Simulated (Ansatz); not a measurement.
## GaN under changes of volume

One of the cells (11.444 Å³/atom); the others are scaled copies at fixed shape and fractional positions:

```
Ga N
1.0
     0.00000    2.25350    2.25350
     2.25350    0.00000    2.25350
     2.25350    2.25350    0.00000
Ga N
1 1
Direct
  0.00000 0.00000 0.00000
  0.25000 0.25000 0.25000
```

The cell is a database's computed one.

- Program: Ansatz 0.2.0
- Functional: PBE
- Potentials or basis: Ansatz PAW
- Cutoff: 420 eV (not typed: the program's choice for these potentials)
- k mesh: 10 × 10 × 10
- Occupations: fermi-dirac, width 0.05 eV
- Spin: no spin polarisation

```tsv
volume (Å³/atom)	energy over the lowest point (meV/atom)	pressure (GPa)	gap on the mesh (eV)
10.757	?	?	?
10.986	30.81	13.7	1.98
11.215	14.58	9.1	1.84
11.444	4.55	5.0	1.72
11.673	0.00	1.3	1.59
11.902	0.49	-2.0	1.47
12.131	5.47	-4.9	1.34
```

**Question.** What does the run at 10.757 Å³/atom give?

**Answer.** Energy over the lowest point 53.93 meV/atom; pressure 18.7 GPa; gap on the mesh 2.11 eV.

Worked out: A Birch-Murnaghan fit of order 3 (a polynomial in V^(-2/3)) to the other rows has its minimum at 11.76 Å³/atom with B0 = V·E''(V) = 172 GPa and B' = 4.3. It gives 53.86 meV/atom at 10.757 Å³/atom, against the run's 53.93, and -dE/dV = 18.7 GPa, against 18.7. A straight line through the other rows of the gap, of slope -6.4 eV per unit of ln V (its deformation potential), extrapolates to 2.11 eV, against the run's 2.11.

Energies are extrapolated to zero smearing.

Spin-orbit coupling on Ga is left out.
